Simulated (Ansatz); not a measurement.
Fluorite SrF₂ was calculated with PBE0-D3(BJ) (Ansatz, a first-principles code, PAW).

Settings: plane-wave cutoff 460 eV, 8×8×8 k mesh, Fermi–Dirac smearing 0.01 eV, scalar-relativistic PAW data made under PBE.

Cell (relaxed at this level):

Space group Fm-3m (No. 225); a = 5.7631 Å, b = 5.7631 Å, c = 5.7631 Å, α = 90.00°, β = 90.00°, γ = 90.00°

| atom | site | symmetry | x | y | z |
|---|---|---|---|---|---|
| Sr | 4a | m-3m | 0.0000 | 0.0000 | 0.0000 |
| F | 8c | -43m | 0.2500 | 0.2500 | 0.2500 |
(The calculation used a cell of 3 atoms; values per cell refer to that cell.)

### Question
Give the computed bulk modulus B0, band gap, smallest direct gap on the k points sampled and pressure derivative B′ of the bulk modulus.

### Answer

- bulk modulus B0: 74.0 GPa
- band gap: 9.88 eV (on the SCF k mesh)
- smallest direct gap on the k points sampled: 9.97 eV
- pressure derivative B′ of the bulk modulus: 4.7

Measured, for comparison: band gap 11.1 eV (temperature not stated, no zero-point or thermal correction; as tabulated in Aguado et al. (1999), arXiv:cond-mat/9901145); bulk modulus 69 GPa (temperature not stated, no zero-point or thermal correction; as tabulated in On the Morphology of Group II Metal Fluoride Nanocrystals at Finite Temperature …). Computed (rounded) less measured: bulk modulus +7 %. A static lattice is as a rule a little smaller and stiffer than an uncorrected measurement, which narrows the difference in the bulk modulus and would widen misses of the other sign.

Spin–orbit coupling is not included.

Computed values are for the static lattice.

Cost on a shared machine: about 7 core-minutes (a rough figure).
